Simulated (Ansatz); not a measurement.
# Bi: changing spin-orbit coupling

```
CELL_PARAMETERS angstrom
3.48860 -3.13258 0.00000
3.48860 3.13258 0.00000
-1.26023 0.00000 3.11355
ATOMIC_POSITIONS crystal
Bi 0.75306 0.75306 0.85738
Bi 0.24694 0.24694 0.14262
```

This isn't the form of Bi at room conditions, which is rhombohedral.

Kept alike: task band structure; functional r2SCAN; k mesh 6 × 6 × 9; occupations fermi-dirac, width 0.05 eV. Program: Ansatz, Ansatz PAW, cutoff 500 eV. The mesh is that of the run's cell of 2 atoms.

| spin-orbit coupling | pressure (GPa) |
| --- | --- |
| off | -0.82 |
| on | 0.31 |

Pressure is positive in compression, with a Pulay correction for the finite cutoff. For a metal such a mesh leaves the last digits unconverged. All rows use potentials made for PBE.

Problem. What does spin-orbit coupling change here?

Solution. The pressure runs from -0.82 (off) to 0.31 GPa (on).

At this fixed geometry, spin-orbit coupling shifts the pressure upwards, from -0.82 to 0.31 GPa. Without it the cell is stretched and would tend to contract; with it the cell is close to balance, with a slight tendency to expand. Spin-orbit coupling therefore acts here as an outward push and should favour a somewhat larger equilibrium volume.

The likely origin is the Bi 6p shell, which supplies most of the bonding. Strong spin-orbit coupling splits it into j = 1/2 and j = 3/2 states and mixes p orbitals of different orientation and spin. This works against the directional p combinations that give the best overlap between neighbours, so part of the bonding is lost and the cohesive pull inwards weakens. The 6s electrons, lying deeper and carrying no orbital moment, are affected much less directly.

A pressure near zero doesn't establish that the structure is relaxed, since stresses along different axes can cancel in the average and forces on the atoms may remain.
